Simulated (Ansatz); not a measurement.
# Residual resistivity of an alloy: Nb(100) with 4 layers of random Nb-Ir, 2x2

Wanted: resistance against the alloy's length, first Nb(100) with 4 layers of random Nb-Ir, 2x2.

Calculated with Ansatz 0.2.0; Ansatz plane-wave DFT, PBE, PAW files; ballistic transport by layer matching (Landauer), zero bias; PAW set soft_1.

Most raw output is cut from this account.

## (1) Starting point

The cell holds 56 atoms: 52 Nb and 4 Ir. Its edges and angles: a = 6.613 Å, b = 6.613 Å, c = 23.144 Å, α = 90.0°, β = 90.0°, γ = 90.0°. It derives from Nb. Regions: lead, 40 atoms (40 Nb); scattering region, 16 atoms (4 Ir and 12 Nb). The structure is stacked along c, and the current runs across the ab planes.

## (2) With 4 alloy layers

In 4 layers a share of 0.25 of the sites is given to Ir at random. The layers about the cell's end stay perfect and serve as the lead. Disorder leaves little or no symmetry, which makes such runs dear. Energies from -0.05 to 0.05 eV in steps of 0.05 eV are too few for the program's thermal sum, so it prints no conductance; for a metal the transmission near the Fermi level serves, at a fraction of the cost.

input.yaml reads:

```yaml
crystal:
  lattice:
    - [6.6126, 0.0, 0.0]
    - [0.0, 6.6126, 0.0]
    - [0.0, 0.0, 23.1441]
  atoms:
    - { symbol: Nb, position: [0.0, 0.0, 0.0357142857] }
    - { symbol: Nb, position: [0.0, 0.5, 0.0357142857] }
    - { symbol: Nb, position: [0.5, 0.0, 0.0357142857] }
    - { symbol: Nb, position: [0.5, 0.5, 0.0357142857] }
    - { symbol: Nb, position: [0.25, 0.25, 0.1071428571] }
    - { symbol: Nb, position: [0.25, 0.75, 0.1071428571] }
    - { symbol: Nb, position: [0.75, 0.25, 0.1071428571] }
    - { symbol: Nb, position: [0.75, 0.75, 0.1071428571] }
[... 44 atom lines left out ...]
    - { symbol: Nb, position: [0.25, 0.25, 0.9642857143] }
    - { symbol: Nb, position: [0.25, 0.75, 0.9642857143] }
    - { symbol: Nb, position: [0.75, 0.25, 0.9642857143] }
    - { symbol: Nb, position: [0.75, 0.75, 0.9642857143] }
kpoints:
  mp_grid: { grid: [4, 4, 1] }
hamiltonian:
  xc: pbe
  pseudopotentials: { kind: paw, azcp: { folder: soft_1 } }
scf:
  occupations: { method: fermi_dirac, width: 0.1 }
output:
  transmission: { leads: [[0, 4]], kmesh: [8, 8], e_range: [-0.05, 0.05], de: 0.05 }
  write_potential: true
  write_density: true
  volumetric_format: npy
```

Command:

```bash
> ansatz run input.yaml --threads 4 --pin off --max-ram 15360MiB --backend cpu --events-out ev --progress --plain --runs-dir out
```

It took 13 min on 4 threads of Arm Neoverse V1, shared host; peak memory 8.2 GiB; 45 min of CPU time.

This step gave:

```yaml
free_energy: -284474.4796 eV
energy_at_zero_smearing: -284473.4695 eV
fermi_energy: 17.91 eV
cell_area: 43.73 Å²
transmission_per_spin_nearest_the_fermi_level: 4.524
open_channels_per_spin_nearest_the_fermi_level: 10.86
step_of_the_lead_s_potential: 13 meV
```

Per spin. Transmission, zone mean against energy, zero at the Fermi level:

```csv
energy (eV),"transmission, zone mean"
-0.0500,4.73
0.0000,4.52
0.0500,4.41
```

Per spin. Table of open channels, zone mean, lead by energy, zero at the Fermi level:

```csv
energy (eV),"open channels, zone mean, lead"
-0.0500,11.7
0.0000,10.9
0.0500,10.4
```

Transmission over k1 and k2. At 0.0000 eV from the Fermi level.

Ten even steps from '_' (2.25) to '@' (6.74):
```
____::++**++::__
__::**%%@@%%**::
--++%%%%%%%%%%++
****@@%%@@%%@@**
--++%%%%%%%%%%++
__::**%%@@%%**::
____::++**++::__
..____--**--____
```
Columns: k1 (b1) from -0.5 to 0.375; rows upwards: k2 (b2) from -0.5 to 0.375.

Open channels over k1 and k2. At 0.0000 eV from the Fermi level.

Ten even steps from '_' (4.0) to '@' (14.0):
```
__++++@@@@@@++++
**++**%%@@%%**++
**@@%%######%%@@
@@@@@@######@@@@
**@@%%######%%@@
**++**%%@@%%**++
__++++@@@@@@++++
____****@@****__
```
Columns: k1 (b1) from -0.5 to 0.375; rows upwards: k2 (b2) from -0.5 to 0.375.

Over the solved energies the transmission per spin lies between 4.41 and 4.73, out of 11.0 channels of the lead on average (up to 11.7).

## (3) With 8 alloy layers

In 8 layers a share of 0.25 of the sites is given to Ir at random. A fresh draw is used; the growth of the resistance with length is what counts.

System of this step: Nb(100) with 8 layers of random Nb-Ir, 2x2. The cell holds 72 atoms: 64 Nb and 8 Ir. Its edges and angles: a = 6.613 Å, b = 6.613 Å, c = 29.757 Å, α = 90.0°, β = 90.0°, γ = 90.0°. It derives from Nb. Regions: lead, 40 atoms (40 Nb); scattering region, 32 atoms (24 Nb and 8 Ir). The structure is stacked along c, and the current runs across the ab planes.

input.yaml reads:

```yaml
crystal:
  lattice:
    - [6.6126, 0.0, 0.0]
    - [0.0, 6.6126, 0.0]
    - [0.0, 0.0, 29.7567]
  atoms:
    - { symbol: Nb, position: [0.0, 0.0, 0.0277777778] }
    - { symbol: Nb, position: [0.0, 0.5, 0.0277777778] }
    - { symbol: Nb, position: [0.5, 0.0, 0.0277777778] }
    - { symbol: Nb, position: [0.5, 0.5, 0.0277777778] }
    - { symbol: Nb, position: [0.25, 0.25, 0.0833333333] }
    - { symbol: Nb, position: [0.25, 0.75, 0.0833333333] }
    - { symbol: Nb, position: [0.75, 0.25, 0.0833333333] }
    - { symbol: Nb, position: [0.75, 0.75, 0.0833333333] }
[... 60 atom lines left out ...]
    - { symbol: Nb, position: [0.25, 0.25, 0.9722222222] }
    - { symbol: Nb, position: [0.25, 0.75, 0.9722222222] }
    - { symbol: Nb, position: [0.75, 0.25, 0.9722222222] }
    - { symbol: Nb, position: [0.75, 0.75, 0.9722222222] }
kpoints:
  mp_grid: { grid: [4, 4, 1] }
hamiltonian:
  xc: pbe
  pseudopotentials: { kind: paw, azcp: { folder: soft_1 } }
scf:
  occupations: { method: fermi_dirac, width: 0.1 }
output:
  transmission: { leads: [[0, 4]], kmesh: [8, 8], e_range: [-0.05, 0.05], de: 0.05 }
  write_potential: true
  write_density: true
  volumetric_format: npy
```

Run time: 30 min. Hardware: 4 threads; peak memory 8.5 GiB; 1.7 h of CPU time.

Numbers from this step:

```
free energy                                   : -386851.2563 eV
energy at zero smearing                       : -386849.8844 eV
Fermi energy                                  : 18.01 eV
transmission per spin nearest the Fermi level : 3.480
step of the lead's potential                  : 3.3 meV
```

Per spin. Table of transmission, zone mean by energy, zero at the Fermi level:

```csv
energy (eV),"transmission, zone mean"
-0.0500,3.54
0.0000,3.48
0.0500,3.46
```

Over the solved energies the transmission per spin lies between 3.46 and 3.54, out of 10.9 channels of the lead on average (up to 11.7).

## (4) With 12 alloy layers

In 12 layers a share of 0.25 of the sites is given to Ir at random. A fresh draw is used; the growth of the resistance with length is what counts.

System of this step: Nb(100) with 12 layers of random Nb-Ir, 2x2. The cell holds 88 atoms: 76 Nb and 12 Ir. Cell: a = 6.613 Å, b = 6.613 Å, c = 36.369 Å, α = 90.0°, β = 90.0°, γ = 90.0°. It derives from Nb. Regions: lead, 40 atoms (40 Nb); scattering region, 48 atoms (36 Nb and 12 Ir). The structure is stacked along c, and the current runs across the ab planes.

input.yaml reads:

```yaml
crystal:
  lattice:
    - [6.6126, 0.0, 0.0]
    - [0.0, 6.6126, 0.0]
    - [0.0, 0.0, 36.3693]
  atoms:
    - { symbol: Nb, position: [0.0, 0.0, 0.0227272727] }
    - { symbol: Nb, position: [0.0, 0.5, 0.0227272727] }
    - { symbol: Nb, position: [0.5, 0.0, 0.0227272727] }
    - { symbol: Nb, position: [0.5, 0.5, 0.0227272727] }
    - { symbol: Nb, position: [0.25, 0.25, 0.0681818182] }
    - { symbol: Nb, position: [0.25, 0.75, 0.0681818182] }
    - { symbol: Nb, position: [0.75, 0.25, 0.0681818182] }
    - { symbol: Nb, position: [0.75, 0.75, 0.0681818182] }
[... 76 atom lines left out ...]
    - { symbol: Nb, position: [0.25, 0.25, 0.9772727273] }
    - { symbol: Nb, position: [0.25, 0.75, 0.9772727273] }
    - { symbol: Nb, position: [0.75, 0.25, 0.9772727273] }
    - { symbol: Nb, position: [0.75, 0.75, 0.9772727273] }
kpoints:
  mp_grid: { grid: [4, 4, 1] }
hamiltonian:
  xc: pbe
  pseudopotentials: { kind: paw, azcp: { folder: soft_1 } }
scf:
  occupations: { method: fermi_dirac, width: 0.1 }
output:
  transmission: { leads: [[0, 4]], kmesh: [8, 8], e_range: [-0.05, 0.05], de: 0.05 }
  write_potential: true
  write_density: true
  volumetric_format: npy
```

Wall time 45 min (4 threads); peak memory 9.1 GiB; 2.6 h of CPU time.

Numbers from this step:

```
free energy                                   : -489228.6816 eV
energy at zero smearing                       : -489227.0111 eV
Fermi energy                                  : 18.03 eV
transmission per spin nearest the Fermi level : 2.768
step of the lead's potential                  : 1.7 meV
```

Per spin. Table of transmission, zone mean by energy, zero at the Fermi level:

```csv
energy (eV),"transmission, zone mean"
-0.0500,2.83
0.0000,2.77
0.0500,2.75
```

Over the solved energies the transmission per spin lies between 2.75 and 2.83, out of 10.9 channels of the lead on average (up to 11.7).

## (5) The fit

This step: Ansatz plane-wave DFT, PBE, PAW files; ballistic transport by layer matching (Landauer), zero bias; residual resistivity from the slope of the area resistance, atoms on the host's lattice; PAW set soft_1 (Ansatz 0.2.0).

This step gave:

- resistivity: 59.37 µΩ cm
- intercept: 0.3259 fΩ m²
- scatter about the fit: 0.009544 fΩ m²

Resistance, by row:

```csv
run,length (Å),T,channels N,RA (fΩ m²)
n4,6.613,4.555,10.98,0.7252
n8,13.23,3.494,10.9,1.098
n12,19.84,2.783,10.9,1.51
```

Table of area resistance by length of the alloy:

```csv
length of the alloy (Å),area resistance (fΩ m²)
6.61,0.725
13.23,1.10
19.84,1.51
```

The area resistance goes from 0.73 to 1.5 fΩ m² between 6.6 and 19.8 Å, a slope of 59 µΩ cm.

By hand from the end points: (1.510 − 0.7252) fΩ m² / (19.84 − 6.61) Å = 59 µΩ cm, since 1 fΩ m² per Å is 1000 µΩ cm.

## (6) Summary of results

```
resistivity from the slope  : 59.4 µΩ cm
area resistance over 6.61 Å : 0.725 fΩ m²
area resistance over 13.2 Å : 1.10 fΩ m²
area resistance over 19.8 Å : 1.51 fΩ m²
```

What this shows: The slope gives 59 µΩ cm. The points scatter by 0.0095 fΩ m² about the line, with one random draw a length in a 2x2 cell, so the slope is a rough value. Read with a model of isotropic scattering on a spherical Fermi surface and the lead's 1.9×10¹⁵ S/m², this slope means a mean free path near 6.5 Å; over these lengths the model's slope is within 3 % of its bulk resistivity. The atoms sit on the host's lattice, so scattering by size misfit is left out. Spin-orbit coupling is left out, which matters for Ir.

[Logs are printed without paths, hosts, clocks, repeated set-up lines and the standing remarks that a program may print on its own settings, such as how far it seeks lower states.]

[Hosts, paths, dates, database ids (printed as entryN), source tags and the programs' standing remarks are cut or masked in the printed files.]
